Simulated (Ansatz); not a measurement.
**Structure relaxation of Nb**

Method: DFT PBE, scalar-relativistic, plane waves, PAW (Ansatz 0.2.0). Cutoff 420 eV, Γ-centred k mesh, Gaussian smearing, no spin polarisation in the final step.

The start puts Nb on the beta-tin structure type (I4_1/amd, No. 141), at a guessed volume.

```
Nb
1.0
    -2.58025    2.58025    1.40758
     2.58025   -2.58025    1.40758
     2.58025    2.58025   -1.40758
Nb
2
Direct
  0.00000 0.00000 0.00000
  0.75000 0.25000 0.50000
```

Steps on the 22×22×22 mesh (2 atoms). 4 of 5 steps are shown, and the free energy counts from the last. Trial steps that were taken back and renewals of the plane-wave basis can be among the rows.

```
step  ΔF (meV/atom) V (Å³/atom) P (GPa)
   1            4.7        18.74     3.47
   2           12.3        19.90    -5.00
   3            0.1        19.20    -0.18
   5            0.0        19.17     0.00
```

A final relaxation ran on a 22×22×22 mesh. The relaxed crystal, I4_1/amd (No. 141):

```cif
data_structure
_symmetry_space_group_name_H-M 'I4_1/amd:1'
_symmetry_Int_Tables_number 141
_cell_length_a 5.1933
_cell_length_b 5.1933
_cell_length_c 2.8438
_cell_angle_alpha 90.000
_cell_angle_beta 90.000
_cell_angle_gamma 90.000
_cell_volume 76.70
loop_
_atom_site_label
_atom_site_type_symbol
_atom_site_symmetry_multiplicity
_atom_site_Wyckoff_symbol
_atom_site_fract_x
_atom_site_fract_y
_atom_site_fract_z
_atom_site_occupancy
Nb1 Nb 4 a 0.00000 0.00000 0.00000 1
```

| Property | Result |
| --- | --- |
| Volume per atom | 19.17 Å³ |
| Density | 8.05 g/cm³ |
| Energy over the standard structure | 0.60 eV/atom |
| Gap on the 22×22×22 mesh | 0 eV (a metal) |

Energies count from the standard state of Nb at the same level.

The final run used a 22×22×22 mesh on its 2-atom cell and 0.10 eV smearing. The k mesh leaves about 4 meV/atom of noise in metals.

A structure relaxed within its symmetry needn't be a true minimum.